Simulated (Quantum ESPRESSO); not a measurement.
Crystal: CO2.

```
O C
1.0
     2.63591   -2.38738    0.00000
     2.63591    2.38738    0.00000
     0.00000    0.00000    6.58717
O C
4 2
Direct
  0.30651 0.69349 0.60816
  0.69349 0.30651 0.39184
  0.19349 0.80651 0.10816
  0.80651 0.19349 0.89184
  0.50000 0.50000 0.50000
  0.00000 0.00000 0.00000
```

The cell comes from a database or a generator and needn't be the stable form of this composition.

Base run:

| Quantity | Value |
| --- | --- |
| Program | Quantum ESPRESSO 7.5 |
| Functional | PBEsol |
| Potentials or basis | GBRV 1.5 PBEsol |
| Cutoff | 612 eV |
| Density cutoff | 4898 eV |
| k mesh | 8 × 8 × 4 |
| Occupations | fermi-dirac, width 0.05 eV |
| Spin | no spin polarisation |

Its results: band gap on the k mesh 6.57 eV, indirect (least direct gap 7.13 eV); pressure 1.6 GPa; largest force 0.197 eV/Å.

**Question.** The run is repeated on the same cell with these changes: functional from PBEsol to LDA; potentials or basis from GBRV 1.5 PBEsol to GBRV 1.5 LDA. What comes out?

**Answer.** Band gap on the k mesh 6.34 eV, indirect (least direct gap 6.92 eV); pressure -2.2 GPa; largest force 0.316 eV/Å.
